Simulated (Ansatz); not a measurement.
# The I–V curve of a RuAl/GaN/RuAl junction, part 4 of 4

What current flows through RuAl/GaN/RuAl, and is the curve linear and symmetric? Both electrodes are RuAl B2(001); the barrier is GaN rock salt(001) (non-polar). In the first transport cell, after relaxation, the nearest pair of electrode and barrier is Al–N at 2.98 Å, at a slant, at the lower face and Al–N at 2.98 Å, at a slant, at the upper one. All share a net of side 3.019 Å, which strains the lower electrode by +0.6 % and the barrier by +0.0 %, against typed lattice constants near PBE's. The first steps treat the bulk electrodes alone.

Ansatz 0.2.0; PBE DFT, plane waves, PAW files (the session's first sound run).

So far. Step 3 (Relaxation): The largest force component on a free atom ends at 0.0027 eV/Å. The work functions of the outer faces are 4.29 and 4.29 eV. Step 4 (Current against voltage): All 5 points reached self-consistency. On every other mesh point the currents change by up to 10 %. The leads' potential repeats within 98 meV, on the large side, so longer leads could move the currents.

The structure was built from a prototype and need not be the compound's stable phase.

### Step 5. Transmission over a wide range of energy

This step: PBE DFT, plane waves, PAW files; ballistic transmission by layer matching between semi-infinite leads (Ansatz 0.2.0).

The relaxed core is set between ideal electrode layers (this cell holds 3 atomic planes between the electrodes; where that differs from the relaxed slab, whole periods were copied in or cut out without a new relaxation), which the solver continues as semi-infinite leads. A wide energy window on a coarse mesh (12×12) shows where the Fermi level lies against the barrier's bands; the projected density of states shows how far the metals' states reach in.

input.yaml reads:

```yaml
crystal:
  lattice:
    - [3.019, 0.0, 0.0]
    - [0.0, 3.019, 0.0]
    - [0.0, 0.0, 64.973195917]
  atoms:
    - { symbol: Al, position: [0.5, 0.5, 0.1077367351] }
    - { symbol: Ru, position: [0.0, 0.0, 0.1307521823] }
    - { symbol: Al, position: [0.5, 0.5, 0.1537676295] }
    - { symbol: Ru, position: [0.0, 0.0, 0.1767830766] }
    - { symbol: Al, position: [0.5, 0.5, 0.1997985238] }
    - { symbol: Ru, position: [0.0, 0.0, 0.222813971] }
    - { symbol: Al, position: [0.5, 0.5, 0.2458294181] }
    - { symbol: Ru, position: [0.0, 0.0, 0.2688448653] }
    - { symbol: Al, position: [0.5, 0.5, 0.2918603125] }
    - { symbol: Ru, position: [0.0, 0.0, 0.3148757596] }
    - { symbol: Al, position: [0.5, 0.5, 0.3378912068] }
    - { symbol: Ru, position: [0.0, 0.0, 0.360906654] }
    - { symbol: Al, position: [0.5, 0.5, 0.3839221011] }
    - { symbol: Ru, position: [0.0, 0.0, 0.4069375483] }
    - { symbol: Al, position: [0.5, 0.5, 0.4275775613] }
    - { symbol: "N", position: [0.0, 0.5, 0.4670621091] }
    - { symbol: Ga, position: [0.5, 0.0, 0.4676292719] }
    - { symbol: "N", position: [0.5, 0.0, 0.4999240213] }
    - { symbol: Ga, position: [0.0, 0.5, 0.5000759933] }
    - { symbol: "N", position: [0.0, 0.5, 0.5329379086] }
    - { symbol: Ga, position: [0.5, 0.0, 0.5323707446] }
    - { symbol: Al, position: [0.5, 0.5, 0.572422437] }
    - { symbol: Ru, position: [0.0, 0.0, 0.5930624517] }
    - { symbol: Al, position: [0.5, 0.5, 0.6160778989] }
    - { symbol: Ru, position: [0.0, 0.0, 0.639093346] }
    - { symbol: Al, position: [0.5, 0.5, 0.6621087932] }
    - { symbol: Ru, position: [0.0, 0.0, 0.6851242404] }
    - { symbol: Al, position: [0.5, 0.5, 0.7081396875] }
    - { symbol: Ru, position: [0.0, 0.0, 0.7311551347] }
    - { symbol: Al, position: [0.5, 0.5, 0.7541705819] }
    - { symbol: Ru, position: [0.0, 0.0, 0.777186029] }
    - { symbol: Al, position: [0.5, 0.5, 0.8002014762] }
    - { symbol: Ru, position: [0.0, 0.0, 0.8232169234] }
    - { symbol: Al, position: [0.5, 0.5, 0.8462323705] }
    - { symbol: Ru, position: [0.0, 0.0, 0.8692478177] }
    - { symbol: Al, position: [0.5, 0.5, 0.8922632649] }
kpoints:
  mp_grid: { grid: [10, 10, 1] }
scf:
  occupations: { method: fermi_dirac, width: 0.1 }
  max_iter: 150
hamiltonian:
  xc: pbe
output:
  transmission:
    kmesh: [12, 12]
    e_range: [-4, 2]
    de: 0.1
    leads: [[6, 8], [28, 30]]
  dos: { projected: true, e_range: [-6, 5], de: 0.05 }
  write_potential: true
  write_density: true
  volumetric_format: npy
```

Started as:

```
> ansatz run input.yaml --threads 8 --pin off --max-ram 16384MiB --backend cpu --events-out ev --progress --plain --runs-dir out
```

Numbers of over 12 decimals in the logs are rounded to 6 here.

What it wrote:

```text
[...]
Crystal: 36 atoms, lattice volume = 592.189 Å³
Basis set: ecut = 420 eV, 11393 PW (Γ)
Bands: 199, of which v1, the nominal top of the filled ones, is band 163 counted from 1 (162 counted from 0)
Symmetry: 4 space group operations
[...]
k-points: 36 of 100
[...]
SCF iter   1: F=—  HF=-103418.511312 eV  |F-HF|=—  |Δ(HF+E_count)|=         —  Δρ=9.33e-3  dr2=1.48e1  ethr=1.77e-3  ⟨swp⟩=7.7  Hψ=28735  notcnv=0  defer=234
[...]
SCF iter   9: F=-103418.389631 eV  HF=-103418.389631 eV  |F-HF|=6.87e-9  |Δ(HF+E_count)|=   4.43e-8  Δρ=1.22e-6  dr2=1.34e-8  ethr=3.07e-11  ⟨swp⟩=15.6  Hψ=25342  notcnv=0
SCF 1 converged in 9 iterations: F = -103418.389631 eV  dr2 = 1.34e-8
[...]
transmission: 267 of 2646 steps passed
transmission: 531 of 2646 steps passed
[...]
transmission: 2646 of 2646 steps passed
[...]
SCF converged after 9 iterations
Free energy (F): -103418.389631 eV
[...]
Internal energy: -103417.683841 eV  (E = F + TS)
E sigma→0 (E₀):  -103418.036736 eV
Entropy (-TS):   -0.705790 eV (-19.605 meV/atom)
Fermi energy:    11.368149 eV
[...]
--- Band table (eV; the first three rows and the last of 36) ---
  k-point 0: bands = [... 159 lower, 11.4408, 11.4796, 11.4807, 11.4942, 11.4943, 11.5492, 11.5492, 11.6139, ... 32 higher]
  k-point 1: bands = [... 159 lower, 11.3526, 11.3527, 11.4220, 11.4220, 11.4584, 11.4585, 11.4854, 11.4854, ... 32 higher]
  k-point 2: bands = [... 159 lower, 11.0104, 11.0104, 11.0453, 11.0454, 11.0948, 11.0948, 11.2787, 11.2788, ... 32 higher]
  k-point 35: bands = [... 159 lower, 12.7017, 12.7062, 12.7062, 12.7270, 12.7928, 12.7929, 12.8124, 12.8125, ... 32 higher]
--- Transmission ---
  basis      : 81 plane waves across, 54 finite elements along
  points     : 49, standing for a mesh of 12 x 12
  energies   : 61 from -4.000000 to 2.000000 eV about the Fermi level, 0.100000 eV apart; the leads are filled to 0.000000 eV, and channels, transmission and decay are at 0.000000 eV
  crystal 0  : Al1Ru1, at the sites [6, 8], period 2.9908 Å, over 20.94 Å; its Hamiltonian steps by up to 6.6 meV
    offset         : up to 0.0000 Å between an atom of the period and one for which it stands
    channels       : 1.381944e0 a spin
    conductance    : none, the energies end too early or step too widely for 300 K: set another output.transmission.e_range or a lower de, or, where they end at an eighth of basis.ecutwfc, a higher one
    slowest decay  : 0.1542 /Å at (0.1667, 0.1667)
[...]
channels       : 1.381944e0 a spin
[...]
slowest decay  : 0.1542 /Å at (0.1667, 0.1667)
  junction   : crystal 0 to crystal 1, 18.91 to 45.96 Å
    transmission   : 9.072896e-2 a spin
[...]
```

Wall time 3.9 min (8 threads of Arm Neoverse V1, shared host); peak memory 7.3 GiB.

Numbers from this step:

```yaml
level_to_which_the_leads_are_filled: 0 eV from the Fermi level
transmission_at_the_fermi_level_a_spin_zone_mean: 0.09073
channels_of_the_lower_lead: 1.382
channels_of_the_upper_lead: 1.382
potential_step_in_the_lower_lead: 6.6 meV
potential_step_in_the_upper_lead: 14 meV
```

One spin. Table of transmission, zone mean by energy, zero at the Fermi level:

| energy (eV) | transmission, zone mean |
| --- | --- |
| -4.00 | 0.353 |
| -3.80 | 0.283 |
| -3.70 | 0.276 |
| -3.50 | 0.361 |
| -3.40 | 0.318 |
| -3.30 | 0.363 |
| -3.20 | 0.347 |
| -3.00 | 0.193 |
| -2.90 | 0.239 |
| -2.70 | 0.217 |
| -2.60 | 0.255 |
| -2.50 | 0.233 |
| -2.40 | 0.191 |
| -2.30 | 0.239 |
| -2.20 | 0.0733 |
| -2.10 | 0.0741 |
| -1.90 | 0.192 |
| -1.70 | 0.218 |
| -1.60 | 0.202 |
| -1.40 | 0.0519 |
| -1.20 | 0.0168 |
| -1.10 | 0.0273 |
| -0.90 | 0.0746 |
| -0.80 | 0.112 |
| -0.60 | 0.146 |
| -0.40 | 0.124 |
| -0.30 | 0.124 |
| -0.10 | 0.107 |
| 0.00 | 0.0907 |
| 0.10 | 0.0803 |
| 0.20 | 0.0695 |
| 0.40 | 0.0537 |
| 0.50 | 0.0489 |
| 0.70 | 0.0430 |
| 0.90 | 0.0220 |
| 1.00 | 0.0224 |
| 1.20 | 0.0343 |
| 1.40 | 0.0821 |
| 1.50 | 0.129 |
| 1.70 | 0.149 |
| 1.80 | 0.151 |
| 2.00 | 0.159 |

One spin. Open channels, zone mean, lower lead = upper lead against energy, zero at the Fermi level:

energy (eV), open channels, zone mean, lower lead = upper lead and a bar from the least value:
```
    -4.00       0.90 #########
    -3.70       1.42 #################
    -3.40       1.33 ################
    -3.10       0.90 #########
    -2.90       0.92 #########
    -2.60       0.84 ########
    -2.30       0.62 ####
    -2.00       0.92 #########
    -1.70       1.45 ##################
    -1.40       1.12 #############
    -1.10       1.72 ######################
    -0.90       2.02 ###########################
    -0.60       2.19 ##############################
    -0.30       1.83 ########################
     0.00       1.38 #################
     0.30       0.88 #########
     0.60       0.74 ######
     0.90       0.47 ##
     1.10       0.44 #
     1.40       0.35 
     1.70       0.39 #
     2.00       0.53 ###
```

Transmission over k1 and k2. At 0.0000 eV from the Fermi level; zeros and values more than six decades under the largest are shown at that floor.

log10 of the mean of each cell; the least values stand at a floor. Values, 12 rows by 12 columns:
```
-0.2 -0.1 -0.3 -1.9 -1.6 -6.1 -6.1 -6.1 -1.6 -1.9 -0.3 -0.1
-0.5 -0.7 -0.5 -1.2 -1.8 -4.3 -6.1 -4.3 -1.8 -1.2 -0.5 -0.7
-1.4 -1.7 -1.1 -1.7 -2.8 -5.6 -6.1 -5.6 -2.8 -1.7 -1.1 -1.7
-1.8 -2.2 -1.1 -2.6 -6.1 -5.8 -6.1 -5.8 -6.1 -2.6 -1.1 -2.2
-2.9 -5.1 -6.1 -6.0 -6.1 -5.9 -6.1 -5.9 -6.1 -6.0 -6.1 -5.1
-6.1 -6.1 -6.1 -6.1 -6.1 -6.1 -6.1 -6.1 -6.1 -6.1 -6.1 -6.1
-2.9 -5.1 -6.1 -6.0 -6.1 -5.9 -6.1 -5.9 -6.1 -6.0 -6.1 -5.1
-1.8 -2.2 -1.1 -2.6 -6.1 -5.8 -6.1 -5.8 -6.1 -2.6 -1.1 -2.2
-1.4 -1.7 -1.1 -1.7 -2.8 -5.6 -6.1 -5.6 -2.8 -1.7 -1.1 -1.7
-0.5 -0.7 -0.5 -1.2 -1.8 -4.3 -6.1 -4.3 -1.8 -1.2 -0.5 -0.7
-0.2 -0.1 -0.3 -1.9 -1.6 -6.1 -6.1 -6.1 -1.6 -1.9 -0.3 -0.1
-0.3 -0.3 -0.3 -1.1 -1.5 -3.9 -6.1 -3.9 -1.5 -1.1 -0.3 -0.3
```
Columns: k1 (b1) from -0.5 to 0.417; rows upwards: k2 (b2) from -0.5 to 0.417.

Open channels of the lower lead over k1 and k2. At 0.0000 eV from the Fermi level.

Ten even steps from '0' (0.00) to '9' (3.00):
```
996663336669
663333333336
663333333336
663303330336
333336363333
333333633333
333336363333
663303330336
663333333336
663333333336
996663336669
996663336669
```
Columns: k1 (b1) from -0.5 to 0.417; rows upwards: k2 (b2) from -0.5 to 0.417.

Projected DOS an atom over height of the atomic layer and energy from the Fermi level. Layers: Al Ru Al Ru Al Ru Al Ru Al Ru Al Ru Al Ru Al GaN GaN GaN Al Ru Al Ru Al Ru Al Ru Al Ru Al Ru Al Ru Al; projections on atoms miss part of the total, and the computed bands can run out at the top of the range; a column is the mean of 3 neighbouring layers, the last of those left over.

Values in states/eV, 22 rows by 11 columns, each cell a mean:
```
0.42 0.14 0.15 0.12 0.25 0.39 0.25 0.12 0.15 0.14 0.42
0.28 0.14 0.23 0.13 0.21 0.25 0.21 0.13 0.23 0.14 0.28
0.23 0.18 0.23 0.20 0.29 0.24 0.29 0.20 0.23 0.18 0.23
0.25 0.29 0.34 0.29 0.33 0.22 0.33 0.29 0.34 0.29 0.25
0.33 0.47 0.44 0.47 0.38 0.16 0.38 0.47 0.44 0.47 0.33
0.49 0.71 0.57 0.69 0.52 0.14 0.52 0.69 0.57 0.71 0.49
0.42 0.24 0.17 0.28 0.56 0.23 0.56 0.27 0.17 0.24 0.42
0.41 0.14 0.09 0.13 0.24 0.20 0.24 0.13 0.09 0.14 0.41
0.59 0.22 0.15 0.20 0.18 0.11 0.18 0.20 0.15 0.22 0.59
0.42 0.61 0.40 0.62 0.27 0.11 0.27 0.62 0.40 0.61 0.42
0.56 1.23 0.70 1.24 0.62 0.11 0.62 1.24 0.70 1.23 0.56
1.08 2.13 1.23 2.14 0.88 0.14 0.88 2.14 1.23 2.13 1.08
0.92 1.30 0.74 1.33 0.92 0.25 0.91 1.33 0.74 1.30 0.92
0.86 1.57 0.98 1.48 0.92 0.71 0.92 1.48 0.98 1.57 0.86
0.65 0.62 0.42 0.65 0.57 0.44 0.57 0.65 0.42 0.62 0.65
0.72 1.04 0.70 1.09 0.77 0.53 0.77 1.09 0.70 1.04 0.72
1.06 1.40 0.91 1.33 1.00 0.48 1.00 1.33 0.91 1.40 1.06
0.61 0.93 0.77 0.94 0.61 0.39 0.61 0.94 0.77 0.93 0.61
0.28 0.42 0.39 0.42 0.37 0.43 0.37 0.42 0.39 0.42 0.28
0.30 0.21 0.17 0.23 0.34 0.36 0.34 0.23 0.17 0.21 0.30
0.40 0.28 0.27 0.30 0.38 0.23 0.38 0.30 0.27 0.28 0.40
0.66 0.66 0.69 0.61 0.51 0.34 0.51 0.61 0.69 0.66 0.66
```
Columns: height of the atomic layer (Å) from 8.5 to 56.5 (not evenly spaced); rows upwards: energy from the Fermi level (eV) from -6 to 5.

At the Fermi level the transmission is 0.091, as a zone mean for one spin on this coarse mesh. At the Fermi level the layers of this cell's barrier hold from 0.041 to 0.14 states an eV and atom. In the worse lead the potential repeats within 14 meV, which the program lets pass.

### Step 6. The same cell, other settings

This step: PBE DFT, plane waves, PAW files; current against voltage, self-consistent between two reservoirs; changed: crystal.symmetry = {"detect": false} (Ansatz 0.2.0).

It is meant to test whether the numerical route changes the result or only the time. Where the input is shown as a difference, that is against the step before, not the twin.

input.yaml: that of step 5 with these lines changed.

```diff
@@ -42,2 +42,3 @@
     - { symbol: Al, position: [0.5, 0.5, 0.8922632649] }
+  symmetry: { detect: false }
 kpoints:
@@ -50,8 +51,7 @@
 output:
-  transmission:
-    kmesh: [12, 12]
-    e_range: [-4, 2]
-    de: 0.1
+  current_voltage:
+    bias: [0.5, 0.8, -0.5, -0.8]
+    kmesh: [18, 18]
     leads: [[6, 8], [28, 30]]
-  dos: { projected: true, e_range: [-6, 5], de: 0.05 }
+    electrode_ends: [14, 21]
   write_potential: true
```

What it wrote:

```text
Engine: ansatz 0.2.0, aarch64-unknown-linux-gnu
Pseudopotentials: kind: paw
Pseudopotential: Al, paw, valence charge 3, recommended cutoff 420 eV (normal), Al.paw.azcp
Pseudopotential: Ru, paw, valence charge 16, recommended cutoff 420 eV (normal), Ru.paw.azcp
Pseudopotential: N, paw, valence charge 5, recommended cutoff 420 eV (normal), N.paw.azcp
Pseudopotential: Ga, paw, valence charge 13, recommended cutoff 420 eV (normal), Ga.paw.azcp
Functional definition: PBE
  parameter kappa = 0.804
  parameter beta = 0.066725
  exchange = pbe_x(kappa = kappa, mu = beta*pi^2/3)
  correlation = pbe_c(beta = beta)
Crystal: 36 atoms, lattice volume = 592.189 Å³
Basis set: ecut = 420 eV, 11393 PW (Γ)
Bands: 199, of which v1, the nominal top of the filled ones, is band 163 counted from 1 (162 counted from 0)
Symmetry: 1 space group operations
k-points: 52 of 100 (time reversal used)
Non-local potential: Al, projectors of the file, l = 0: 2, l = 1: 2, l = 2: 1
Non-local potential: Ru, projectors of the file, l = 0: 3, l = 1: 2, l = 2: 2, l = 3: 1
Non-local potential: N, projectors of the file, l = 0: 2, l = 1: 2, l = 2: 1
Non-local potential: Ga, projectors of the file, l = 0: 2, l = 1: 2, l = 2: 3, l = 3: 1
PAW form: soft (Blöchl's): semilocal exchange-correlation on the pseudo side does not see the compensation charge
PAW one-centre angular grid: Al, 110 points (default); XC on 64 Gauss nodes
PAW one-centre angular grid: Ru, 590 points (default); XC on 64 Gauss nodes
PAW one-centre angular grid: N, 110 points (default); XC on 64 Gauss nodes
PAW one-centre angular grid: Ga, 590 points (default); XC on 64 Gauss nodes
Initial density: superposition of atomic densities (neutral atoms: chi_scale 0, normalization atom), corrected by the library's trained network
Initial wavefunctions: pseudopotential atomic-orbital guess
Functional: x = pbe(κ = 0.804, μ = 0.219515), c = pbe(β = 0.066725)
SCF iter   1: F=—  HF=-103418.511311 eV  |F-HF|=—  |Δ(HF+E_count)|=         —  Δρ=9.33e-3  dr2=1.48e1  ethr=1.77e-3  ⟨swp⟩=7.7  Hψ=41536  notcnv=0  defer=396
preconditioner: auto → LDOS  [metal: Δε(μ)=0.004 eV  Ē_g=8.016 eV  σ=0.100 eV  W_gap=0.01  n_scr=158 (ndim 8)  ℏωp=22.3 eV  f_vac=0.168  D(μ)=20.94/eV (n_scr^D=168)  β→1.0]
SCF iter   2: F=—  HF=-103418.391806 eV  |F-HF|=—  |Δ(HF+E_count)|=   1.20e-1  Δρ=2.80e-3  dr2=3.40e-1  ethr=1.77e-3  ⟨swp⟩=1.5  Hψ=12015  notcnv=0  defer=433
SCF iter   3: F=—  HF=-103418.388544 eV  |F-HF|=—  |Δ(HF+E_count)|=   3.26e-3  Δρ=6.21e-4  dr2=6.71e-3  ethr=1.04e-4  ⟨swp⟩=1.5  Hψ=9948  notcnv=0  defer=493
SCF iter   4: F=—  HF=-103418.389325 eV  |F-HF|=—  |Δ(HF+E_count)|=   7.81e-4  Δρ=1.78e-4  dr2=3.09e-4  ethr=2.06e-6  ⟨swp⟩=2.2  Hψ=15178  notcnv=0  defer=493
[...]
SCF iter   9: F=-103418.389631 eV  HF=-103418.389631 eV  |F-HF|=7.22e-9  |Δ(HF+E_count)|=   4.58e-8  Δρ=1.23e-6  dr2=1.34e-8  ethr=3.07e-11  ⟨swp⟩=16.2  Hψ=36205  notcnv=0
SCF 1 converged in 9 iterations: F = -103418.389631 eV  dr2 = 1.34e-8
[...]
bias +0 V, iteration  1: dr2 7.88e-1 eV, mean Fermi level 11.3806 eV
bias +0 V, iteration  2: dr2 1.06e-2 eV, mean Fermi level 11.3776 eV
bias +0 V, iteration  3: dr2 1.16e-3 eV, mean Fermi level 11.3831 eV
bias +0 V, iteration  4: dr2 9.56e-5 eV, mean Fermi level 11.3832 eV
bias +0 V, iteration  5: dr2 5.19e-6 eV, mean Fermi level 11.3834 eV
bias +0 V, iteration  6: dr2 4.15e-7 eV, mean Fermi level 11.3834 eV
bias +0 V, iteration  7: dr2 6.08e-8 eV, mean Fermi level 11.3834 eV
bias +0.5 V, iteration  1: dr2 5.27e2 eV, mean Fermi level 11.4150 eV
[...]
bias -0.8 V, iteration  5: dr2 7.72e-6 eV, mean Fermi level 11.3829 eV
bias -0.8 V, iteration  6: dr2 1.17e-6 eV, mean Fermi level 11.3829 eV
bias -0.8 V, iteration  7: dr2 3.42e-7 eV, mean Fermi level 11.3829 eV
bias -0.8 V, iteration  8: dr2 5.21e-8 eV, mean Fermi level 11.3829 eV
transmission: 738 of 7380 steps passed
transmission: 1476 of 7380 steps passed
[...]
transmission: 4428 of 7380 steps passed
WARN: the run was ended behind the SCF: a stop after 4455 completed steps of the transmission. The result of record stands; what else was asked for is given out only as far as it was finished by then, or is formed of that. The run will not end as completed
SCF converged after 9 iterations
Free energy (F): -103418.389631 eV
Harris-Foulkes:  -103418.389631 eV  (|F-HF|=7.22e-9)
Internal energy: -103417.683841 eV  (E = F + TS)
E sigma→0 (E₀):  -103418.036736 eV
Entropy (-TS):   -0.705790 eV (-19.605 meV/atom)
Fermi energy:    11.368150 eV
--- Per-component energies (eV) ---
  E_band       = -2904.342183
  E_kinetic    = 8370.734807
  E_local      = -530762.526361  (includes V_loc(G=0)·N_el)
  E_nonlocal   = 6411.098801
  E_hartree    = 260907.997580
  E_xc         = -3706.606154
  E_vxc        = -4236.920095  (∫ρ·V_xc dr)
  E_paw        = -62307.537931  (= ΣΔE_a)
  E_vpaw       = -4502.661601  (= ΣTr[D̂ρ^β])
  E_aug_tail   = -0.002641  (compensation charges beyond the density's cutoff)
  E_ewald      = 217669.158057
  E_smearing   = -0.705790  (= −TS)
  E_closure    = 0.000000  (closes the sum)
  Σ components = -103418.389631   (vs F -103418.389631, Δ=0.00e0)
--- Band table (eV; the first three rows and the last of 52) ---
  k-point 0: bands = [... 159 lower, 11.4408, 11.4796, 11.4807, 11.4942, 11.4943, 11.5492, 11.5492, 11.6139, ... 32 higher]
  k-point 1: bands = [... 159 lower, 11.3526, 11.3527, 11.4220, 11.4220, 11.4584, 11.4585, 11.4854, 11.4854, ... 32 higher]
  k-point 2: bands = [... 159 lower, 11.0104, 11.0104, 11.0453, 11.0454, 11.0948, 11.0948, 11.2787, 11.2788, ... 32 higher]
  k-point 51: bands = [... 159 lower, 12.7017, 12.7062, 12.7062, 12.7270, 12.7928, 12.7929, 12.8124, 12.8125, ... 32 higher]
Error: SIGTERM received: cancelled by the caller after 4455 completed steps of the transmission, in an analysis behind the self-consistent cycle: that cycle's result was reported, and what else the deck asks for behind it is given out only as far as it was finished by then, or is formed of that: a resume of the run directory makes the rest
```

Wall time 53 min (8 threads); peak memory 9.5 GiB.

The run was cut off at the time limit after its SCF loop had closed; no result of it is taken.

The program's message: “Error: SIGTERM received: cancelled by the caller after 4455 completed steps of the transmission, in an analysis behind the self-consistent cycle: that cycle's result was reported, and what else the de …”

### Step 7. Summary of results

| Quantity | Value |
| --- | --- |
| conductance at zero bias | 8.6e13 S/m² |
| current density at -0.8 V | -4.3e13 A/m² |
| current density at -0.5 V | -3.3e13 A/m² |
| current density at +0.5 V | 3.2e13 A/m² |
| current density at +0.8 V | 4.2e13 A/m² |

**Reading.** At 0.8 V the junction carries 4.2e13 A/m². Against the linear law (zero-bias conductance times bias) the currents are 0.63 (-0.8 V), 0.78 (-0.5 V), 0.75 (+0.5 V) and 0.61 (+0.8 V) times as large. A transmission of 0.091 across 9.4 Å is too high for tunnelling deep in a gap, so the spacer works as a low barrier at best. The forward current is 0.97 times the reverse one at ±0.5 V and 0.97 times the reverse one at ±0.8 V. On every other mesh point the current differs by up to 10 %, and the leads' misfit reaches 98 meV; ratios near 1 within such errors aren't resolved. Between 96 and 97 % of the bias drops across the junction. No spin-orbit coupling, phonons, disorder or image charges enter; the interfaces are ordered, one cell wide and lattice-matched by strain. Semilocal gaps are too small, which can bring a band edge of the barrier nearer to the Fermi level than it is.

[Logs are printed without paths, hosts, clocks, repeated set-up lines and the standing remarks that a program may print on its own settings, such as how far it seeks lower states.]

[Hosts, paths, dates, database ids (printed as entryN), source tags and the programs' standing remarks are cut or masked in the printed files.]
